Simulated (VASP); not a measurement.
Runs of VASP 6.6.1 on BeTe. It takes space group F-43m (No. 216, cubic). Conventional cell: a = 5.540 Å, b = 5.540 Å, c = 5.540 Å, α = 90.00°, β = 90.00°, γ = 90.00°. Te (site symmetry -43m) is surrounded by 4 Be at 2.40 Å. Be (site symmetry -43m) is surrounded by 4 Te at 2.40 Å. 

| level | gap on the mesh (eV) | pressure (GPa) | relaxed volume (Å³/atom) |
| --- | --- | --- | --- |
| RPBE+D3(BJ) | (d) | 0.0 | 18.85 |
| RPBE+D3 | (b) | 0.0 | 22.44 |
| revPBE+D3 | 2.04 | 0.0 | 22.34 |
| PBEsol+D4 | (a) | 0.0 | 21.64 |
| RPBE+D4 | 1.97 | 0.0 | 21.52 |
| revPBE+D3(BJ) | (c) | 0.0 | 21.34 |
| revPBE+D4 | 1.97 | 0.0 | 21.72 |
| PBEsol+rVV10 | 1.79 | 0.0 | 22.01 |

Alike in all rows: task relaxation of cell and atoms; potentials or basis VASP PAW PBE potentials, release 64 (Te, Be); no spin polarisation; cell relaxed; k mesh 8 × 8 × 8; cutoff (eV) 600; smearing fermi-dirac 0.05 eV.

Fill in the values left out.

(a) 1.77; (b) 2.08; (c) 1.92; (d) 1.56.

Caveats: the PAW data sets were made with another functional, which shifts forces and pressure a little; spin-orbit coupling is left out, which moves the levels of the heavy elements; the volume moved by -11 % from the deposited cell, more than functionals usually miss (some runs).

A k mesh can miss the band edges, and the runs leave out spin-orbit coupling on Te.

Runs at the PBE level aren't shown here.
